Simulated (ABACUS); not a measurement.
The system is NiO.

```
Ni O
1.0
     0.00000    2.06217    2.06217
     2.06217    0.00000    2.06217
     2.06217    2.06217    0.00000
Ni O
1 1
Direct
  0.00000 0.00000 0.00000
  0.75000 0.75000 0.75000
```

The cell was built by a generator and needn't be a form met in nature.

* Program: ABACUS 3.10.1
* Task: single point
* Functional: PBE
* Potentials or basis: PseudoDojo NC SR 0.4.1 PBE standard
* Cutoff: 1333 eV
* Density cutoff: 5333 eV
* Basis: plane waves
* k mesh: 11 × 11 × 11
* Occupations: fermi-dirac, width 0.05 eV
* Spin: collinear spin, ferromagnetic start
* Starting moments: [1.0, 0.0] μB

On this cell: pressure 60.3 GPa; largest force zero by symmetry; net moment 1.22 μB per cell; band gap on the k mesh none (metal or under the smearing width).

The same run follows on a disturbed copy (atoms moved at random, drawn with an rms of 0.05 Å):

```xyz
2
Lattice="0.0000 2.0622 2.0622 2.0622 0.0000 2.0622 2.0622 2.0622 0.0000" Properties=species:S:1:pos:R:3 pbc="T T T"
Ni   -0.0286   -0.0386    0.0156
O     3.1043    3.0431    3.1145
```

Task: What changes?

Result: The energy (extrapolated to zero smearing) moves by +7.3 meV/atom; pressure 60.5 GPa; largest force 0.701 eV/Å; net moment 1.20 μB per cell; band gap on the k mesh none (metal or under the smearing width).

Forces on the atoms (eV/Å):
```
Ni   0.676 -0.178  0.054
O   -0.676  0.178 -0.054
```

Stress tensor (GPa, compression positive):
```
60.21  0.84 -2.14
 0.84 60.58  7.69
-2.14  7.69 60.61
```

Caveats: a cell with one magnetic atom can't hold antiferromagnetic order, which such compounds often take; semilocal functionals often make such compounds metallic where correlation or magnetic order opens a gap, which also shifts bond lengths; a pressure of tens of GPa on the cell as given is suspect, and the run, the potentials or the cell itself is likely at fault (some runs); the cell as given lies far from equilibrium (some runs).
